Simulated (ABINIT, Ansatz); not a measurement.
# BP (F-43m): a worked LO-TO splitting

Wanted: the LO mode of BP (F-43m) from the TO mode and the field response.

Calculated with ABINIT 10.8.3; DFT LDA, scalar-relativistic, plane waves, PseudoDojo norm-conserving pseudopotentials.

## 1. The relaxed structure

It takes space group F-43m (No. 216, cubic). Conventional cell: a = 4.487 Å, b = 4.487 Å, c = 4.487 Å, α = 90.00°, β = 90.00°, γ = 90.00°. B has 4 P at 1.94 Å nearest. P has 4 B at 1.94 Å nearest. Farther neighbours are not listed.

As a file:

```xyz
2
Lattice="-2.2436 0.0000 2.2436 0.0000 2.2436 2.2436 -2.2436 2.2436 0.0000" Properties=species:S:1:pos:R:3 pbc="T T T"
B     0.0000    0.0000    0.0000
P    -1.1218    1.1218    1.1218
```

This is the cell after its relaxation at this level of theory, not the database cell from which that began.

## 2. What the response run gave

A linear-response run on the relaxed cell, with the response to an electric field; only its zone-centre results are used. Cutoff 42 Ha, k mesh 8×8×8 with shifts.

Numbers of over 12 decimals in the logs are rounded to 6 here.

Log:

```text
[banners, grids, parts of the stress and lines that vanish by symmetry left out]
- input  file    -> dfpt_gamma.abi
- output file    -> dfpt_gamma.abo
- root for input  files -> dfpt_gammai
[...]
DATASET    1 : space group F-4 3 m (#216); Bravais cF (face-center cubic)
[...]
nfft =       46656          nkpt =        1024
[...]
DATASET    2 : space group F-4 3 m (#216); Bravais cF (face-center cubic)
[...]
nfft =       46656          nkpt =        1024
[...]
== DATASET  1 ==================================================================
[...]
cutoff_energies: {ecut:  42.0, pawecutdg:  -1.0, }
[...]
- 15.00000   5.00000  180309                  znucl, zion, pspdat
[...]
Perturbation : derivative vs k along direction   1
[...]
-ETOT  1  -12.675018101127     -1.268E+01 1.882E+00 0.000E+00
 ETOT  2  -12.711901497943     -3.688E-02 1.291E-02 0.000E+00
 ETOT  3  -12.712139526647     -2.380E-04 8.771E-05 0.000E+00
 ETOT  4  -12.712141989992     -2.463E-06 2.085E-06 0.000E+00
 ETOT  5  -12.712142022759     -3.277E-08 3.049E-08 0.000E+00
[...]
At SCF step   13   max residual=  9.99E-21 < tolwfr=  1.00E-20 =>converged.
[...]
Perturbation : derivative vs k along direction   2
[...]
-ETOT  1  -12.675018100981     -1.268E+01 1.882E+00 0.000E+00
[...]
At SCF step   13   max residual=  9.99E-21 < tolwfr=  1.00E-20 =>converged.
[...]
Perturbation : derivative vs k along direction   3
[...]
-ETOT  1  -12.675018100836     -1.268E+01 1.882E+00 0.000E+00
[...]
At SCF step   13   max residual=  9.99E-21 < tolwfr=  1.00E-20 =>converged.
[...]
1        1       2.3912130777    0.0000000000
     1        2      -1.1956065389    0.0000000000
     1        3      -1.1956065389   -0.0000000000
     2        1      -1.1956065389    0.0000000000
     2        2       2.3912130777    0.0000000000
     2        3       1.1956065389    0.0000000000
     3        1      -1.1956065389   -0.0000000000
     3        2       1.1956065389    0.0000000000
     3        3       2.3912130777    0.0000000000
[...]
== DATASET  2 ==================================================================
[...]
cutoff_energies: {ecut:  42.0, pawecutdg:  -1.0, }
[...]
Perturbation : displacement of atom   1   along direction   1
[...]
-ETOT  1   8.157787     -2.238E+02 7.844E-01 2.550E+03
[...]
At SCF step    9       vres2   =  8.02E-12 < tolvrs=  1.00E-10 =>converged.
[...]
At SCF step    8       vres2   =  3.85E-12 < tolvrs=  1.00E-10 =>converged.
[...]
-ETOT  1   1.718190     -4.533E+00 5.943E-01 2.858E+03
[...]
ETOT  7   1.135555     -7.704E-11 1.338E-11 1.104E-09
 ETOT  8   1.135555     -7.292E-13 3.638E-13 3.771E-12
 At SCF step    8       vres2   =  3.77E-12 < tolvrs=  1.00E-10 =>converged.
[...]
Dielectric tensor, in cartesian coordinates,
[...]
1    4   1    4         9.1351424678        -0.0000000000
   1    4   2    4         0.0000000000        -0.0000000000
   1    4   3    4         0.0000000000        -0.0000000000
   2    4   1    4         0.0000000000        -0.0000000000
   2    4   2    4         9.1351424678        -0.0000000000
   2    4   3    4        -0.0000000000        -0.0000000000
   3    4   1    4         0.0000000000        -0.0000000000
   3    4   2    4        -0.0000000000        -0.0000000000
   3    4   3    4         9.1351424678        -0.0000000000
  Effective charges, in cartesian coordinates,
[...]
1    1   1    4        -0.6431255585         0.0000000000
   2    1   1    4         0.0000000000         0.0000000000
   3    1   1    4        -0.0000000000         0.0000000000
   1    2   1    4         0.6432567849         0.0000000000
   2    2   1    4        -0.0000000000         0.0000000000
[...]
Effective charges, in cartesian coordinates,
[...]
Rigid-atom elastic tensor , in cartesian coordinates,
[...]
Rigid-atom proper piezoelectric tensor, in cartesian coordinates,
[...]
2    4   2    6        -0.0013347260         0.0000000000
   2    4   3    6         0.0000000000         0.0000000000
   3    4   1    5         0.0000000000         0.0000000000
   3    4   2    5         0.0000000000         0.0000000000
   3    4   3    5         0.0000000000         0.0000000000
   3    4   1    6         0.0000000000         0.0000000000
   3    4   2    6         0.0000000000         0.0000000000
   3    4   3    6        -0.0013347260         0.0000000000
  Phonon wavevector (reduced coordinates) :  0.00000  0.00000  0.00000
 Phonon energies in Hartree :
[...]
Phonon frequencies in cm-1    :
-  1.913709E-01  1.913712E-01  1.913719E-01  8.210616E+02  8.210616E+02
-  8.210616E+02
  Phonon at Gamma, with non-analyticity in the
[...]
Phonon energies in Hartree :
[...]
Phonon frequencies in cm-1    :
-  1.913709E-01  1.913712E-01  1.916238E-01  8.210616E+02  8.210616E+02
-  8.285236E+02
  Phonon at Gamma, with non-analyticity in the
[...]
Phonon energies in Hartree :
[...]
Phonon frequencies in cm-1    :
-  1.913709E-01  1.913719E-01  1.916231E-01  8.210616E+02  8.210616E+02
-  8.285236E+02
  Phonon at Gamma, with non-analyticity in the
[...]
Phonon energies in Hartree :
[...]
Phonon frequencies in cm-1    :
-  1.913712E-01  1.913719E-01  1.916229E-01  8.210616E+02  8.210616E+02
-  8.285236E+02
[...]
fcart2     0.0000000000E+00  0.0000000000E+00  0.0000000000E+00
           strten2     0.0000000000E+00  0.0000000000E+00  0.0000000000E+00
================================================================================
```

| quantity | value |
| --- | --- |
| cell volume Ω (Å³) | 22.588 |
| mass of B (u) | 10.810 |
| mass of P (u) | 30.974 |
| Born charge of B, raw (e) | -0.643 |
| Born charge of P, raw (e) | 0.643 |
| ε∞ | 9.135 |
| ω(TO) after the sum rule (cm⁻¹) | 821.1 |

## 3. The calculation

The charges must sum to zero over the cell; taking off their mean, 0.000 e, leaves Z* = -0.643 e on B. In the polar mode B moves against P, so the reduced mass is μ = 10.81 × 30.97 / 41.78 = 8.013 u.

A longitudinal wave builds up a field that adds to the restoring force: ω(LO)² = ω(TO)² + 4π Z*² / (μ Ω ε∞), in Hartree atomic units. With μ = 14607 electron masses and Ω = 152.43 bohr³ the second term is 2.5559e-07 Ha², or 12312 cm⁻² (1 Ha = 219474.6 cm⁻¹).

So ω(LO) = √(674140 + 12312) = 828.5 cm⁻¹, and by the Lyddane-Sachs-Teller relation ε₀ = ε∞ (ω(LO)/ω(TO))² = 9.30.

## 4. Check against the program

The analysis program adds the same non-analytic term to the full matrix.

Log:

```text
[banners, grids, parts of the stress and lines that vanish by symmetry left out]
-outvars_anaddb: echo values of input variables ----------------------

 Flags :
[...]
Dielectric Tensor and Effective Charges
[...]
Effective charge tensors after
[...]
Phonon wavevector (reduced coordinates) :  0.00000  0.00000  0.00000
 Phonon energies in Hartree :
[...]
Phonon energies in meV     :
-  0.000000E+00  0.000000E+00  0.000000E+00  1.017987E+02  1.017987E+02
-  1.017987E+02
 Phonon frequencies in cm-1    :
-  0.000000E+00  0.000000E+00  0.000000E+00  8.210616E+02  8.210616E+02
-  8.210616E+02
 Phonon frequencies in Thz     :
-  0.000000E+00  0.000000E+00  0.000000E+00  2.461481E+01  2.461481E+01
-  2.461481E+01
 Phonon energies in Kelvin  :
-  0.000000E+00  0.000000E+00  0.000000E+00  1.181324E+03  1.181324E+03
-  1.181324E+03
[...]
-  1  0.00000000E+00 -1.57315590E-06 -3.62335545E-03
-     0.00000000E+00  0.00000000E+00  0.00000000E+00
-  2  0.00000000E+00 -1.57315591E-06 -3.62335547E-03
-     0.00000000E+00  0.00000000E+00  0.00000000E+00
[...]
-  1  7.28436220E-07 -3.62335537E-03  1.57315591E-06
-     0.00000000E+00  0.00000000E+00  0.00000000E+00
-  2  7.28436224E-07 -3.62335539E-03  1.57315592E-06
-     0.00000000E+00  0.00000000E+00  0.00000000E+00
[...]
-  1  3.62335572E-03  7.28436255E-07  0.00000000E+00
-     0.00000000E+00  0.00000000E+00  0.00000000E+00
-  2  3.62335574E-03  7.28436259E-07  0.00000000E+00
-     0.00000000E+00  0.00000000E+00  0.00000000E+00
[...]
-  1  6.02628616E-07 -6.04359039E-07 -6.13302908E-03
-     0.00000000E+00  0.00000000E+00  0.00000000E+00
-  2 -2.10339898E-07  2.10943880E-07  2.14065624E-03
-     0.00000000E+00  0.00000000E+00  0.00000000E+00
[...]
-  1  1.13818006E-06 -6.13302900E-03  6.04470868E-07
-     0.00000000E+00  0.00000000E+00  0.00000000E+00
-  2 -3.97267358E-07  2.14065622E-03 -2.10982913E-07
-     0.00000000E+00  0.00000000E+00  0.00000000E+00
[...]
-  1  6.13302900E-03  1.13823945E-06  6.02516445E-07
-     0.00000000E+00  0.00000000E+00  0.00000000E+00
-  2 -2.14065622E-03 -3.97288085E-07 -2.10300746E-07
-     0.00000000E+00  0.00000000E+00  0.00000000E+00
[...]
-     1          0.000000    -0.000000    -0.000000     0.000000
-     2          0.000000    -0.000000     0.000000     0.000000
-     3          0.000000     0.000000     0.000000     0.000000
-     4         -0.000080     0.000081     0.819221     0.819221
-     5         -0.000152     0.819221    -0.000081     0.819221
-     6         -0.819221    -0.000152    -0.000080     0.819221
[...]
-   1     Real    0.0000E+00  0.0000E+00  0.0000E+00  0.0000E+00  0.0000E+00  0.0000E+00  0.0000E+00
[...]
-  1  0.00000000E+00  1.56981391E-06  3.62335545E-03
-     0.00000000E+00  0.00000000E+00  0.00000000E+00
-  2  0.00000000E+00  1.56981392E-06  3.62335547E-03
-     0.00000000E+00  0.00000000E+00  0.00000000E+00
[...]
Phonon at Gamma, with non-analyticity in the
[...]
Phonon energies in Hartree :
[...]
Phonon energies in meV     :
-  0.000000E+00  0.000000E+00  0.000000E+00  1.017987E+02  1.017987E+02
-  1.027239E+02
 Phonon frequencies in cm-1    :
-  0.000000E+00  0.000000E+00  0.000000E+00  8.210616E+02  8.210616E+02
-  8.285243E+02
 Phonon frequencies in Thz     :
-  0.000000E+00  0.000000E+00  0.000000E+00  2.461481E+01  2.461481E+01
-  2.483853E+01
 Phonon energies in Kelvin  :
-  0.000000E+00  0.000000E+00  0.000000E+00  1.181324E+03  1.181324E+03
-  1.192062E+03
[...]
Phonon at Gamma, with non-analyticity in the
[...]
Phonon energies in Hartree :
[...]
Phonon energies in meV     :
-  0.000000E+00  0.000000E+00  0.000000E+00  1.017987E+02  1.017987E+02
-  1.027239E+02
 Phonon frequencies in cm-1    :
-  0.000000E+00  0.000000E+00  0.000000E+00  8.210616E+02  8.210616E+02
-  8.285243E+02
 Phonon frequencies in Thz     :
-  0.000000E+00  0.000000E+00  0.000000E+00  2.461481E+01  2.461481E+01
-  2.483853E+01
 Phonon energies in Kelvin  :
-  0.000000E+00  0.000000E+00  0.000000E+00  1.181324E+03  1.181324E+03
-  1.192062E+03
[...]
-  1  0.00000000E+00 -3.62335562E-03 -1.08001240E-06
-     0.00000000E+00  0.00000000E+00  0.00000000E+00
-  2  0.00000000E+00 -3.62335564E-03 -1.08001229E-06
-     0.00000000E+00  0.00000000E+00  0.00000000E+00
[...]
-  1  3.62335579E-03  0.00000000E+00  0.00000000E+00
-     0.00000000E+00  0.00000000E+00  0.00000000E+00
-  2  3.62335581E-03  0.00000000E+00  0.00000000E+00
-     0.00000000E+00  0.00000000E+00  0.00000000E+00
[...]
-  1  1.15170237E-03  3.64460014E-03 -4.79630252E-03
-     0.00000000E+00  0.00000000E+00  0.00000000E+00
-  2 -4.01987150E-04 -1.27210159E-03  1.67408874E-03
-     0.00000000E+00  0.00000000E+00  0.00000000E+00
[...]
-  1  4.87335742E-03 -3.43408223E-03 -1.43927520E-03
-     0.00000000E+00  0.00000000E+00  0.00000000E+00
-  2 -1.70098378E-03  1.19862297E-03  5.02360807E-04
-     0.00000000E+00  0.00000000E+00  0.00000000E+00
[...]
Direction                     Dielectric constant
[...]
Elastic Tensor (clamped ion) (unit:10^2GP):
[...]
Elastic Tensor (relaxed ion) (unit:10^2GP):
[...]
Calculation of the tensor related to piezoelectric effetc
[...]
Proper piezoelectric constants (clamped ion) (unit:c/m^2)
[...]
Proper piezoelectric constants (relaxed ion) (unit:c/m^2)
[...]
-0.00000000      0.11058124     -0.00000000
      0.00000000     -0.00000000      0.11058124
-
```

| quantity | by hand | program |
| --- | --- | --- |
| ω(LO) (cm⁻¹) | 828.5 | 828.5 |
| ε₀ | 9.30 | 9.30 |

## 5. Outcome

```yaml
to_mode: 821.1 cm⁻¹
lo_mode: 828.5 cm⁻¹
static_dielectric_constant: 9.302
```

What this shows: The LO mode of BP (F-43m) lies at 829 cm⁻¹, 7 cm⁻¹ above the TO mode; the formula meets the program within 0.1 cm⁻¹, as it must for a cubic crystal with one polar mode. ω(LO)² − ω(TO)² goes with Z*²/ε∞: an error of 5 % in ε∞ would move the LO mode by 0.4 cm⁻¹, and semilocal functionals tend to overestimate ε∞. These are harmonic values at zero temperature, at the volume of this functional, for the structure held cubic; stability elsewhere in the zone is no part of this calculation.

[Host names and launcher messages were left out of these logs when they were recorded.]

[Logs are printed without paths, hosts, clocks, repeated set-up lines and the standing remarks that a program may print on its own settings, such as how far it seeks lower states.]

[Hosts, paths, dates, database ids (printed as entryN), source tags and the programs' standing remarks are cut or masked in the printed files.]
